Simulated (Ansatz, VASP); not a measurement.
**SiO2: VASP beside Ansatz**

The input POSCAR:

```
SiO2
1.0
    4.8319923191      0.0000000000      0.0000000000
   -2.4159961595      4.1846280992      0.0000000000
    0.0000000000      0.0000000000      5.5410855913
Si O
3 6
Direct
    0.0000000000      0.5000000000      0.3333333333
    0.5000000000      0.5000000000      0.6666666667
    0.5000000000      0.0000000000      0.0000000000
    0.5834989524      0.7917494762      0.8333333333
    0.7917494762      0.5834989524      0.5000000000
    0.7917494762      0.2082505238      0.1666666667
    0.4165010476      0.2082505238      0.8333333333
    0.2082505238      0.4165010476      0.5000000000
    0.2082505238      0.7917494762      0.1666666667
```

INCAR.step1

```
  ALGO = Normal
  EDIFF = 1E-4
  ENCUT = 520
  GGA = PE
  ISMEAR = 0
  LASPH = True
  LCHARG = False
  LREAL = False
  LWAVE = True
  NBANDS = 34
  NELM = 100
  PREC = Accurate
  SIGMA = 0.05
```

INCAR.step2

```
  ALGO = Normal
  EDIFF = 1E-7
  ENCUT = 520
  ISIF = 2
  ISMEAR = 0
  ISTART = 1
  LASPH = True
  LCHARG = False
  LMIXTAU = True
  LREAL = False
  LWAVE = False
  METAGGA = R2SCAN
  NBANDS = 34
  NELM = 100
  PREC = Accurate
  SIGMA = 0.05
```

KPOINTS

```
k-points
0
Gamma
  6 6 4
```

Input for Ansatz:

```yaml
crystal:
  lattice:
    - [4.8319923191, 0.0, 0.0]
    - [-2.4159961595, 4.1846280992, 0.0]
    - [0.0, 0.0, 5.5410855913]
  atoms:
    - { symbol: Si, position: [0.0, 0.5, 0.3333333333] }
    - { symbol: Si, position: [0.5, 0.5, 0.6666666667] }
    - { symbol: Si, position: [0.5, 0.0, 0.0] }
    - { symbol: O, position: [0.5834989524, 0.7917494762, 0.8333333333] }
    - { symbol: O, position: [0.7917494762, 0.5834989524, 0.5] }
    - { symbol: O, position: [0.7917494762, 0.2082505238, 0.1666666667] }
    - { symbol: O, position: [0.4165010476, 0.2082505238, 0.8333333333] }
    - { symbol: O, position: [0.2082505238, 0.4165010476, 0.5] }
    - { symbol: O, position: [0.2082505238, 0.7917494762, 0.1666666667] }
basis:
  ecutwfc: 500
kpoints:
  mp_grid: { grid: [6, 6, 4] }
hamiltonian:
  xc: r2scan
scf:
  occupations: { method: gaussian, width: 0.05 }
output:
  forces: true
  stress: true
  eigenvalues: true
```

Change from the starting cell: strain -0.0450 x Voigt [1, 1, 0, 0, 0, 0], atoms carried along.

Alike in both runs: task single point; functional r2SCAN; k mesh 6 × 6 × 4; occupations gaussian, width 0.05 eV; no spin polarisation.

```csv
,VASP,Ansatz
version,VASP 6.6.1,Ansatz 0.2.0
potentials or method,"VASP PAW PBE potentials, release 64 (Si, O)","scalar-relativistic, plane waves, PAW"
plane-wave cutoff (eV),520,500
valence electrons in the cell,48,48
```

```csv
,VASP,Ansatz,Ansatz less VASP
gap on the k mesh at the Fermi level (eV),6.61,6.61,+0.006
least direct gap on the mesh (eV),6.73,6.74,+0.003
pressure (GPa),20.9,20.7,-0.20
largest component of the traceless stress (GPa),1.65,1.71,+0.056
rms of the force components (eV/Å),0.418,0.425,+0.0068
```

Atom by atom the forces differ by 0.007 eV/Å (rms over components).

Caveats: so large a pressure means that the cell lies far from this level's equilibrium, or that cutoff or potentials fall short (VASP); the potentials were made for another functional, which shifts forces and pressure (VASP). A k mesh can miss the band edges.
